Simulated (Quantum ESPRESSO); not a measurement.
Crystal: HfN.

```xyz
2
Lattice="0.0000 2.2560 2.2560 2.2560 0.0000 2.2560 2.2560 2.2560 0.0000" Properties=species:S:1:pos:R:3 pbc="T T T"
Hf    0.0000    0.0000    0.0000
N     2.2560    2.2560    2.2560
```

Base run:

- Program: Quantum ESPRESSO 7.5
- Functional: PBEsol
- Potentials or basis: PseudoDojo 0.4.1 SR PBEsol standard
- Cutoff: 1143 eV
- Density cutoff: 4572 eV
- k mesh: 10 × 10 × 10
- Occupations: fermi-dirac, width 0.05 eV
- Spin: no spin polarisation

Its results: band gap on the k mesh none (metal or under the smearing width); pressure -2.8 GPa.

**Question.** The run is repeated on the same cell with these changes: functional from PBEsol to PBE; potentials or basis from PseudoDojo 0.4.1 SR PBEsol standard to PseudoDojo 0.4.1 SR PBE standard. What comes out?

**Answer.** Band gap on the k mesh none (metal or under the smearing width); pressure 5.9 GPa.

Caveats: spin-orbit coupling is left out, which moves the levels of the heavy elements.
